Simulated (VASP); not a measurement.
Write the native input for VASP 6.6.1 that does the following.

| Property | Result |
| --- | --- |
| Task | single point |
| Functional | PBEsol |
| Potentials or basis | VASP PAW PBE potentials, release 64 (Al, O) |
| Cutoff | 520 eV |
| k mesh | 5 × 5 × 5 |
| Occupations | methfessel-paxton, width 0.05 eV |
| Spin | no spin polarisation |
| Dipole correction | no |
| Further INCAR settings | ALGO = Normal; EDIFF = 1e-06; NBANDS = 35 |

The structure of Al2O3 (Corundum) lies in POSCAR:

```
Al2O3
1.0
    2.3602469535      1.3626912187      4.2954660100
   -2.3602469535      1.3626912187      4.2954660100
    0.0000000000     -2.7253824374      4.2954660100
Al O
4 6
Direct
    0.3521600000      0.3521600000      0.3521600000
    0.1478400000      0.1478400000      0.1478400000
    0.6478400000      0.6478400000      0.6478400000
    0.8521600000      0.8521600000      0.8521600000
    0.5566800000      0.9433200000      0.2500000000
    0.2500000000      0.5566800000      0.9433200000
    0.9433200000      0.2500000000      0.5566800000
    0.4433200000      0.0566800000      0.7500000000
    0.7500000000      0.4433200000      0.0566800000
    0.0566800000      0.7500000000      0.4433200000
```

These files were run (other wordings do the same):

INCAR

```
  ALGO = Normal
  EDIFF = 1E-6
  ENCUT = 520
  GGA = PS
  ISIF = 2
  ISMEAR = 1
  LASPH = T
  LCHARG = T
  LELF = T
  LREAL = F
  LVHAR = T
  LWAVE = F
  NBANDS = 35
  NELM = 100
  PREC = Accurate
  SIGMA = 0.05
```

KPOINTS

```
k-points
0
Gamma
  5 5 5
```

Potentials or basis: VASP PAW PBE potentials, release 64 (Al, O).

Run with:

```console
$ cat potpaw_PBE.64/Al/POTCAR potpaw_PBE.64/O/POTCAR > POTCAR
$ mpirun -np 1 vasp_std > vasp.out
```

It gave:

* Pressure: 8.5 GPa
* Largest force: 0.068 eV/Å
* Band gap on the k mesh: 6.44 eV, direct

Caveat: the PAW data sets were made with another functional, which shifts forces and pressure a little.

It took 53 s on 1 thread of Intel(R) Xeon(R) Platinum 8488C (Sapphire Rapids), on a shared host, peak memory 0.23 GiB.
